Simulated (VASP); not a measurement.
# A VASP 6.6.1 single-point calculation on CaO

INCAR

```
NBANDS = 15
METAGGA = R2SCAN
ISIF = 2
EDIFF = 1E-7
IBRION = -1
PREC = Accurate
NSW = 0
NELM = 120
ALGO = Normal
ENCUT = 520
LASPH = .TRUE.
SIGMA = 0.01
ISMEAR = 0
LWAVE = .FALSE.
LREAL = .FALSE.
ISYM = -1
LCHARG = .FALSE.
```

KPOINTS

```
KPOINTS created by Atomic Simulation Environment
0
Gamma
4 4 4
0 0 0
```

POSCAR

```
Ca O
 1.0000000000000000
    -0.0000000000000000    2.3975501102567622    2.3975501102567622
     2.3975501102567622   -0.0000000000000000    2.3975501102567622
     2.3975501102567622    2.3975501102567622    0.0000000000000000
 Ca  O
   1   1
Cartesian
 -0.0000000000000000  0.0000000000000000 -0.0000000000000000
  2.3975501102567622  2.3975501102567622  2.3975501102567622
```

The recommended PBE PAW datasets give the neutral cell 16 valence electrons.

Command

```
mpirun -np 1 vasp_std
```

OSZICAR

```
N       E                     dE             d eps       ncg     rms          rms(c)
DAV:   1     0.116702918885E+03    0.11670E+03   -0.84135E+03  1920   0.111E+03
DAV:   2    -0.198381911571E+02   -0.13654E+03   -0.12739E+03  2368   0.297E+02
DAV:   3    -0.251392410174E+02   -0.53010E+01   -0.52575E+01  2481   0.613E+01
DAV:   4    -0.252750593948E+02   -0.13582E+00   -0.13576E+00  2300   0.897E+00
DAV:   5    -0.252777428410E+02   -0.26834E-02   -0.26834E-02  2328   0.118E+00    0.769E+00
DAV:   6    -0.193154755441E+02    0.59623E+01   -0.34618E+00  2480   0.229E+01    0.258E+00
DAV:   7    -0.194482285199E+02   -0.13275E+00   -0.51033E-01  2109   0.499E+00    0.194E+00
DAV:   8    -0.194847856392E+02   -0.36557E-01   -0.18146E-01  1920   0.462E+00    0.141E+00
DAV:   9    -0.194502131589E+02    0.34572E-01   -0.85190E-02  1994   0.291E+00    0.134E-01
DAV:  10    -0.194495932102E+02    0.61995E-03   -0.38591E-03  2039   0.615E-01    0.678E-02
DAV:  11    -0.194497459268E+02   -0.15272E-03   -0.51867E-04  2431   0.206E-01    0.484E-02
DAV:  12    -0.194496910987E+02    0.54828E-04   -0.12976E-04  2466   0.100E-01    0.635E-03
DAV:  13    -0.194496914770E+02   -0.37826E-06   -0.86691E-06  2214   0.283E-02    0.585E-03
DAV:  14    -0.194496912684E+02    0.20856E-06   -0.23572E-07  2363   0.396E-03    0.384E-03
DAV:  15    -0.194496909635E+02    0.30488E-06   -0.81622E-07  2137   0.706E-03    0.915E-04
DAV:  16    -0.194496910701E+02   -0.10659E-06   -0.35228E-08  1121   0.182E-03    0.314E-04
DAV:  17    -0.194496910761E+02   -0.59435E-08   -0.10377E-08  1233   0.791E-04
   1 F= -.19449691E+02 E0= -.19449691E+02  d E =-.480604-113
```

From OUTCAR

```
k-points           NKPTS =     64   k-points in BZ     NKDIM =     64   number of bands    NBANDS=     15

   NELECT =      16.0000    total number of electrons

   dimension x,y,z NGX =    28 NGY =   28 NGZ =   28
   dimension x,y,z NGXF=    56 NGYF=   56 NGZF=   56

  energy-cutoff  :      520.00
  volume of cell :       27.56
      direct lattice vectors                 reciprocal lattice vectors
     0.000000000  2.397550110  2.397550110    -0.208546215  0.208546215  0.208546215
     2.397550110  0.000000000  2.397550110     0.208546215 -0.208546215  0.208546215
     2.397550110  2.397550110  0.000000000     0.208546215  0.208546215 -0.208546215

 k-points in reciprocal lattice and weights: KPOINTS created by Atomic Simulation Env
   0.00000000  0.00000000  0.00000000       0.016
   0.25000000  0.00000000  0.00000000       0.016
   0.50000000  0.00000000  0.00000000       0.016
  -0.25000000  0.00000000  0.00000000       0.016
   0.00000000  0.25000000  0.00000000       0.016
   0.25000000  0.25000000  0.00000000       0.016
   0.50000000  0.25000000  0.00000000       0.016
  -0.25000000  0.25000000  0.00000000       0.016
   ...

 E-fermi :   2.2195

 k-point     1 :       0.0000    0.0000    0.0000
  band No.  band energies     occupation
      1     -36.9728      2.00000
      2     -16.8596      2.00000
      3     -16.8596      2.00000
      4     -16.8595      2.00000
      5     -14.4263      2.00000
      6       2.0605      2.00000
      7       2.0605      2.00000
      8       2.0605      2.00000
      9       7.5447      0.00000
     10       8.9250      0.00000
     11       8.9250      0.00000
     12       8.9250      0.00000
     13      10.5328      0.00000
     14      10.5328      0.00000
     15      17.8735      0.00000

 k-point     2 :       0.2500    0.0000    0.0000
  band No.  band energies     occupation
      1     -36.9207      2.00000
      2     -17.5811      2.00000
      3     -16.8855      2.00000
      4     -16.8855      2.00000
      5     -13.6728      2.00000
      6       0.5500      2.00000
      7       1.3968      2.00000
      8       1.3968      2.00000
      9       8.9563      0.00000
     10       9.7060      0.00000
     11       9.9168      0.00000
     12       9.9169      0.00000
     13      11.8231      0.00000
     14      11.8231      0.00000
     15      18.8850      0.00000

 k-point     3 :       0.5000    0.0000    0.0000
  band No.  band energies     occupation
      1     -36.8679      2.00000
      2     -18.0996      2.00000
      3     -16.9110      2.00000
      4     -16.9110      2.00000
      5     -13.1162      2.00000
      6      -0.5637      2.00000
      7       0.8480      2.00000
      8       0.8480      2.00000
      9       9.7879      0.00000
     10      11.1403      0.00000
     11      11.1403      0.00000
     12      11.3257      0.00000
     13      13.3093      0.00000
     14      13.3093      0.00000
     15      17.3876      0.00000

 ...

  Total        0.1883549      0.1883549      0.1883536     -0.0000065     -0.0000073     -0.0000070
  in kB       10.9484934     10.9484934     10.9484214     -0.0003757     -0.0004269     -0.0004093
  external PRESSURE =      10.9484694 kB  Pullay stress =       0.0000000 kB

 POSITION                                       TOTAL-FORCE (eV/Angst)
 -----------------------------------------------------------------------------------
      0.00000      0.00000      0.00000         0.000000      0.000002     -0.000000
      2.39755      2.39755      2.39755        -0.000000     -0.000002      0.000000
 -----------------------------------------------------------------------------------
    total drift:                                0.000000     -0.000003      0.000001

  FREE ENERGIE OF THE ION-ELECTRON SYSTEM (eV)
  ---------------------------------------------------
  free  energy   TOTEN  =       -19.4496910761 eV

  energy  without entropy=      -19.4496910761  energy(sigma->0) =      -19.44969108
```

It converged. Results: gap between bands v and c on the k mesh 4.18 eV; least direct gap on the k mesh 4.55 eV; pressure 1.1 GPa. Band v is the last that the valence electrons fill when counted band by band, and c is the next.

For comparison, a separate r²SCAN run of the intended cell, on usual settings and not on those above, gives a gap of 4.19 eV on its mesh and a pressure of 1.1 GPa.

The run above took about 1.8 min on one core of a shared host (Intel Xeon Platinum 8488C) and held 0.18 GiB at most.
